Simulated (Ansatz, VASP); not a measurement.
## Two plane-wave programs on GaSb

```
Ga Sb
1.0
     0.00000    3.07849    3.07849
     3.07849    0.00000    3.07849
     3.07849    3.07849    0.00000
Ga Sb
1 1
Direct
  0.00000 0.00000 0.00000
  0.25000 0.25000 0.25000
```

Alike in both runs: task single point; functional PBE; k mesh 6 × 6 × 6; occupations fermi-dirac, width 0.02 eV; no spin polarisation.

```csv
,VASP,Ansatz
version,VASP 6.6.1,Ansatz 0.2.0
potentials or method,"VASP PAW PBE potentials, release 64 (Ga_d, Sb)","plane waves, PAW"
plane-wave cutoff (eV),520,420
valence electrons in the cell,18,28
```

VASP gave:

* pressure (GPa): 1.5

Question: Which values does Ansatz return?

Answer: Pressure (GPa): 1.4.

The two sets of potentials don't hold the same shells in valence.

Spin-orbit coupling is left out, which matters for the levels of Sb.
